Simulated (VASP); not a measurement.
Output of a VASP run:

**OSZICAR**
```
       N       E                     dE             d eps       ncg     rms          rms(c)
DAV:   1     0.854121441343E+02    0.85412E+02   -0.70355E+03   638   0.116E+03
DAV:   2     0.918939840187E+00   -0.84493E+02   -0.79479E+02   707   0.248E+02
DAV:   3    -0.633412976680E+01   -0.72531E+01   -0.72075E+01   773   0.763E+01
DAV:   4    -0.648647351672E+01   -0.15234E+00   -0.15220E+00   741   0.121E+01
DAV:   5    -0.648852443548E+01   -0.20509E-02   -0.20508E-02   756   0.135E+00    0.155E+00
DAV:   6    -0.638481158598E+01    0.10371E+00   -0.16428E-01   734   0.332E+00    0.905E-01
DAV:   7    -0.637285049911E+01    0.11961E-01   -0.70667E-02   817   0.199E+00    0.497E-01
DAV:   8    -0.637492814052E+01   -0.20776E-02   -0.46908E-03   689   0.779E-01    0.107E-01
DAV:   9    -0.637488699894E+01    0.41142E-04   -0.10136E-04   755   0.112E-01    0.494E-02
DAV:  10    -0.637491277571E+01   -0.25777E-04   -0.53250E-05   704   0.735E-02    0.639E-03
DAV:  11    -0.637491216723E+01    0.60847E-06   -0.46037E-06   701   0.247E-02    0.863E-04
DAV:  12    -0.637491223119E+01   -0.63952E-07   -0.15992E-07   716   0.389E-03
   1 F= -.63749122E+01 E0= -.63749122E+01  d E =-.944809E-12
```

**OUTCAR**
```
------------------------ aborting loop because EDIFF is reached ----------------------------------------
  FORCE on cell =-STRESS in cart. coord.  units (eV):
  Direction    XX          YY          ZZ          XY          YZ          ZX
  --------------------------------------------------------------------------------------
  Total        0.0255830      0.0255830      0.0255830      0.0000000      0.0000000      0.0000000
  in kB        0.7901602      0.7901602      0.7901602      0.0000000      0.0000000      0.0000000
  external PRESSURE =       0.7901602 kB  Pullay stress =       0.0000000 kB
  volume of cell :       51.87
      direct lattice vectors                 reciprocal lattice vectors
     0.000000000  2.960094263  2.960094263    -0.168913540  0.168913540  0.168913540
     2.960094263  0.000000000  2.960094263     0.168913540 -0.168913540  0.168913540
     2.960094263  2.960094263  0.000000000     0.168913540  0.168913540 -0.168913540
 POSITION                                       TOTAL-FORCE (eV/Angst)
 -----------------------------------------------------------------------------------
      0.00000      0.00000      0.00000        -0.000000      0.000000      0.000000
      2.96009      2.96009      2.96009         0.000000     -0.000000     -0.000000
 -----------------------------------------------------------------------------------
    total drift:                               -0.000000      0.000000      0.000000
  FREE ENERGIE OF THE ION-ELECTRON SYSTEM (eV)
  ---------------------------------------------------
  free  energy   TOTEN  =        -6.3749122312 eV

  energy  without entropy=       -6.3749122312  energy(sigma->0) =       -6.37491223
```
(Selected blocks of OUTCAR.)

### POSCAR
```
NaBr
1
    0.0000000000     2.9600942629     2.9600942629
    2.9600942629     0.0000000000     2.9600942629
    2.9600942629     2.9600942629     0.0000000000
Na Br
1 1
Direct
  0.0000000000   0.0000000000   0.0000000000
  0.5000000000   0.5000000000   0.5000000000
```

Reconstruct the remaining input files.

Several could match; the one computed here: the input of the run itself, PBEsol GGA, plane waves, VASP's PBE PAW potentials (set 64).

INCAR:
```
EDIFF = 1E-7   ! SCF stop (eV)
LWAVE = .FALSE.
PREC = Accurate
ISMEAR = 0
ISIF = 2
SYSTEM = NaBr
LASPH = .TRUE.   ! aspherical one-centre terms
LCHARG = .FALSE.
ALGO = Normal   ! blocked Davidson
LMAXMIX = 4   ! l cut-off of mixed one-centre charges
LREAL = .FALSE.
NELM = 100   ! most electronic steps
ENCUT = 480
SIGMA = 0.05
GGA = PS   ! PBEsol
```

### KPOINTS
```
Automatic mesh
0
Gamma
8 8 8
0 0 0
```

POTCAR, in this order: Na_pv Br (PBE.64 set). Program: vasp_std.

The compound is NaBr in the rock salt structure. It was relaxed first.
